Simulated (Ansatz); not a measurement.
Quadrupolar parameters in MoS2

The cell is a Materials Project structure (computed, not necessarily an observed phase), taken as it stands; its layers are parted by 12 Å of empty space, so it stands for a thin sheet, not for a bulk crystal.

```yaml
crystal:
  lattice:
    - [3.18372, 0.00000, 0.00000]
    - [-1.59186, 2.75718, 0.00000]
    - [0.00000, 0.00000, 34.47924]
  atoms:
    - { symbol: Mo, position: [0.66667, 0.33333, 0.90644] }
    - { symbol: Mo, position: [0.66667, 0.33333, 0.27910] }
    - { symbol: Mo, position: [0.33333, 0.66667, 0.72090] }
    - { symbol: Mo, position: [0.33333, 0.66667, 0.09356] }
    - { symbol: S, position: [0.33333, 0.66667, 0.95145] }
    - { symbol: S, position: [0.33333, 0.66667, 0.32409] }
    - { symbol: S, position: [0.66667, 0.33333, 0.76591] }
    - { symbol: S, position: [0.66667, 0.33333, 0.13857] }
    - { symbol: S, position: [0.33333, 0.66667, 0.86143] }
    - { symbol: S, position: [0.33333, 0.66667, 0.23409] }
    - { symbol: S, position: [0.66667, 0.33333, 0.67591] }
    - { symbol: S, position: [0.66667, 0.33333, 0.04855] }
```

Sites (sets of like atoms) are named by element and the number of their first atom in this list.

Level of theory: DFT, r2SCAN, plane waves and PAW (field gradients read without the response of the frozen cores, which leaves them typically 4 to 6 % off), scalar-relativistic, collinear spin, 500 eV cutoff, Γ-centred 10×10×1 k-points, Fermi–Dirac smearing 0.02 eV (Ansatz 0.2.0). Start moments as typed (μB): 2 on each Mo, none on the rest.

V_zz is the principal component of the electric field gradient with the largest magnitude, η = (V_xx − V_yy)/V_zz and C_Q = eQV_zz/h.

⁹⁷Mo: I = 5/2, Q = 255.0 mb; ³³S: I = 3/2, Q = -69.40 mb. Quadrupole moments are those of Pyykkö's year-2017 table.

```csv
site,atoms (order as listed),first shell,V_zz (10²¹ V/m²),η,C_Q (MHz)
Mo1,"1, 4",6 S at 2.41 Å,-7.94,0.00,-49.0
Mo2,"2, 3",6 S at 2.41 Å,-7.97,0.00,-49.1
S5,"5, 12",3 Mo at 2.41 Å,-5.63,0.00,9.44
S6,"6, 11",3 Mo at 2.41 Å,-5.83,0.00,9.78
S7,"7, 8, 9, 10",3 Mo at 2.41 Å,-5.61,0.00,9.41
```

An axis of threefold or higher order runs through Mo1, Mo2, S5, S6 and S7, so V_zz lies along it and η is zero.

The program didn't check the stability of this electronic state in full, so a lower one may lie near. Without spin–orbit coupling (the program notes it for Mo) the gradients are little affected as a rule: paired runs on crystals with a gap mostly move them by under 2 % at such atoms. The start moments die out, and the run ends without spin.

The run took 3.8 min of wall time (3.8 min of CPU time) and 1.6 GiB at its peak, on 1 thread of Intel Xeon Platinum 8259CL CPU @ 2.50GHz (Skylake/Cascade Lake) (x86_64; 8 cores open to the job, memory cap 3.0 GiB, no GPU), a shared host with a load of 0.5 a core.
